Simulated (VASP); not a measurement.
Input of a VASP 6.6.1 run:

Contents of INCAR:

```
SYSTEM = Mo
ALGO     = Normal         ! electronic algorithm
EDIFF    = 1E-7           ! SCF threshold, eV
ENCUT    = 520            ! plane-wave cutoff, eV
GGA      = PE             ! functional
ISIF     = 2              ! what is computed and relaxed
ISMEAR   = 0              ! smearing method
IVDW     = 12             ! dispersion correction
LASPH    = .True.         ! aspherical terms in the spheres
LCHARG   = .False.        ! write CHGCAR
LREAL    = .False.        ! projectors in reciprocal space
LWAVE    = .False.        ! write WAVECAR
NELM     = 100            ! most SCF steps
PREC     = Accurate       ! precision mode
SIGMA    = 0.1            ! smearing width, eV
```

The input KPOINTS:

```
k-points
0
Gamma
  18 18 18
  0 0 0
```

POSCAR

```
Mo                                      
1.0
   -1.5342091491      1.5342091491      1.5342091491
    1.5342091491     -1.5342091491      1.5342091491
    1.5342091491      1.5342091491     -1.5342091491
  Mo            
     1
Direct
     0.0000000000000000    0.0000000000000000    0.0000000000000000
```

Potentials or basis: VASP PAW PBE potentials, release 64 (Mo_sv).

Launch:

```sh
$ cat potpaw_PBE.64/Mo_sv/POTCAR > POTCAR
$ mpirun -np 1 vasp_std > vasp.out
```

**Question.** What does it give for the band gap on the k mesh?

**Answer.** None (metal or under the smearing width).

**Question.** Predict the dispersion energy per atom.

**Answer.** -0.775 eV.
